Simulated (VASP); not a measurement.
**TiB2: equation of state with PBE**

TiB2:

```
CELL_PARAMETERS angstrom
3.02920 0.00000 0.00000
-1.51460 2.62336 0.00000
0.00000 0.00000 3.22840
ATOMIC_POSITIONS crystal
Ti 0.00000 0.00000 0.00000
B 0.66667 0.33333 0.50000
B 0.33333 0.66667 0.50000
```

```
Program                : VASP 6.6.1
Task                   : equation of state
Functional             : PBE
Potentials or basis    : VASP PAW PBE potentials, release 64 (Ti_sv, B)
Cutoff                 : 520 eV
k mesh                 : 10 × 10 × 8
Occupations            : fermi-dirac, width 0.05 eV
Spin                   : no spin polarisation
Further INCAR settings : ALGO = Normal; EDIFF = 1e-07; NBANDS = 16
```

| Item | Value |
| --- | --- |
| Equilibrium volume | 8.57 Å³/atom |
| Bulk modulus at fixed shape and positions | 254 GPa |
| Pressure derivative of the bulk modulus | 3.8 |

Energy against volume, from the lowest point:
```tsv
volume (Å³/atom)	energy (meV/atom)
8.039	29.12
8.210	12.96
8.381	3.46
8.552	0.00
8.723	2.03
8.894	9.03
9.065	20.56
```

All runs of the series together: 2.4 min on 1 thread of Intel(R) Xeon(R) Platinum 8488C (Sapphire Rapids), on a shared host.

Caveat: the cell was scaled at fixed shape and fractional positions, which overstates the stiffness of a crystal with free parameters, most of all of layers and chains.
